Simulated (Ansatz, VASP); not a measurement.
This is a calculation of Ag for Ansatz 0.2.0.

The input input.yaml:

```yaml
crystal:
  lattice:
    - [-1.655654, 1.655654, 1.655654]
    - [1.655654, -1.655654, 1.655654]
    - [1.655654, 1.655654, -1.655654]
  atoms:
    - { symbol: Ag, position: [0.0, 0.0, 0.0] }
hamiltonian:
  xc: pbesol
  pseudopotentials: { kind: paw }
  dispersion: d4
kpoints:
  mp_grid: { grid: [11, 11, 11] }
scf:
  occupations: { method: fermi_dirac, width: 0.05 }
output:
  forces: true
  stress: true
  eigenvalues: true
relax:
  f_tol: 0.01
  max_steps: 40
  cell: { stress_tol: 0.05 }
```

Potentials or basis: Ansatz PAW.

Launch:

```console
$ ansatz run input.yaml --threads 2 --pin off --max-ram 5632MiB --backend cpu --events-out ev --progress --plain --runs-dir out
```

Problem. Translate it to VASP 6.6.1. Potentials there: VASP PAW PBE potentials, release 64 (Ag).

Solution. As run (the cutoff follows the program's own potentials):

The input INCAR:

```
PREC = Accurate ; ENCUT = 600
EDIFF = 1E-6 ; ISMEAR = -1
SIGMA = 0.05 ; LREAL = False
LASPH = True ; NELM = 100
ALGO = Normal ; ISIF = 3
LWAVE = False ; LCHARG = False
GGA = PS ; IVDW = 13
IBRION = 2 ; NSW = 60
EDIFFG = -0.01
```

The input KPOINTS:

```
regular mesh
0
Gamma
  11 11 11
```

POSCAR

```
Ag
1.0
   -1.6556540000      1.6556540000      1.6556540000
    1.6556540000     -1.6556540000      1.6556540000
    1.6556540000      1.6556540000     -1.6556540000
Ag
1
Direct
    0.0000000000      0.0000000000      0.0000000000
```

Potentials or basis: VASP PAW PBE potentials, release 64 (Ag).

Launch:

```console
$ cat potpaw_PBE.64/Ag/POTCAR > POTCAR
$ mpirun -np 1 vasp_std > vasp.out
```

Both were run:

|  | VASP | Ansatz | Ansatz less VASP |
| --- | --- | --- | --- |
| gap on the k mesh at the Fermi level, each at its own relaxed structure (eV) | none | none | - |
| relaxed volume (Å³/atom) | 16.35 | 16.37 | +0.016 |
| relaxed cell length with the largest relative difference (Å) | 2.770 | 2.770 | +0.0009 |
| energy change over the relaxation (meV/atom) | -64 | -62 | +2.0 |

A gap of «none» marks a metal or a gap that the smearing closes. The two sets of potentials don't hold the same shells in valence.

Caveats: pairwise dispersion overbinds metals, which lowers pressure and volume; the PAW data sets were made with another functional, which shifts forces and pressure a little (VASP); the plane-wave basis is chosen anew once the cell has moved, so the energies of steps on either side of that aren't comparable (Ansatz); the PAW data sets come from PBE, with cores solved anew for the run's functional, which leaves a small shift of forces and pressure (Ansatz).
